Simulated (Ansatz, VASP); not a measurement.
One calculation of InGa2P3, two programs

```xyz
6
Lattice="3.8674 0.0000 0.0000 -1.9337 3.3493 0.0000 0.0000 0.0000 9.4732" Properties=species:S:1:pos:R:3 pbc="T T T"
In    0.0000    0.0000    4.7366
Ga    1.9337    1.1164    7.8943
Ga    0.0000    2.2328    1.5789
P     0.0000    2.2328    6.3154
P     1.9337    1.1164    3.1577
P     0.0000    0.0000    0.0000
```

Alike in both runs: task single point; functional PBE; k mesh 6 × 6 × 2; occupations gaussian, width 0.1 eV; no spin polarisation.

|  | VASP | Ansatz |
| --- | --- | --- |
| version | VASP 6.6.1 | Ansatz 0.2.0 |
| potentials or method | VASP PAW PBE potentials, release 64 (In_d, Ga_d, P) | scalar-relativistic, plane waves, PAW |
| plane-wave cutoff (eV) | 520 | 420 |
| valence electrons in the cell | 54 | 54 |

|  | VASP | Ansatz | Ansatz less VASP |
| --- | --- | --- | --- |
| gap on the k mesh at the Fermi level (eV) | none | none | - |
| pressure (GPa) | -5.9 | -5.9 | -0.02 |
| largest component of the traceless stress (GPa) | 0.84 | 0.84 | +0.002 |
| rms of the force components (eV/Å) | 0.252 | 0.253 | +0.0012 |

Atom by atom the forces differ by 0.001 eV/Å (rms over components). A gap of «none» marks a metal or a gap that the smearing closes.
